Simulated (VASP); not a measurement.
Set up this calculation in VASP 6.6.1, as the native input.

```
Task                   : single point
Functional             : PBE
Dispersion             : D3(BJ)
Potentials or basis    : VASP PAW PBE potentials, release 64 (C)
Cutoff                 : 520 eV
k mesh                 : 8 × 8 × 6
Occupations            : gaussian, width 0.1 eV
Spin                   : no spin polarisation
Dipole correction      : no
Further INCAR settings : ALGO = Normal; EDIFF = 1e-06; NBANDS = 11
```

The structure of C lies in POSCAR:

```
C
1.0
    2.1273203072     -1.2282824400      0.0000000000
    2.1273203072      1.2282824400      0.0000000000
   -1.3790696309      0.0000000000      3.5028300786
C
2
Direct
    0.8333555300      0.8333555300      0.0000930400
    0.1666444700      0.1666444700      0.9999069600
```

This is a stacking variant of graphite.

One way to write it, as run:

INCAR

```
SYSTEM = C
ALGO = Normal
EDIFF = 1E-6
ENCUT = 520
GGA = PE
ISIF = 2
ISMEAR = 0
IVDW = 12
LASPH = .True.
LCHARG = .False.
LREAL = .False.
LWAVE = .False.
NBANDS = 11
NELM = 100
PREC = Accurate
SIGMA = 0.1
```

KPOINTS

```
k-points
0
Gamma
  8 8 6
  0 0 0
```

Potentials or basis: VASP PAW PBE potentials, release 64 (C).

Launch:

```sh
$ cat potpaw_PBE.64/C/POTCAR > POTCAR
$ mpirun -np 1 vasp_std > vasp.out
```

It gave:

```
Pressure                   : 3.1 GPa
Largest force              : 0.006 eV/Å
Band gap on the k mesh     : 1.65 eV, indirect (least direct gap 1.68 eV)
Dispersion energy per atom : -0.149 eV
```

Wall time 18 s on 1 thread of Intel(R) Xeon(R) Platinum 8488C (Sapphire Rapids), on a shared host, peak memory 0.13 GiB.
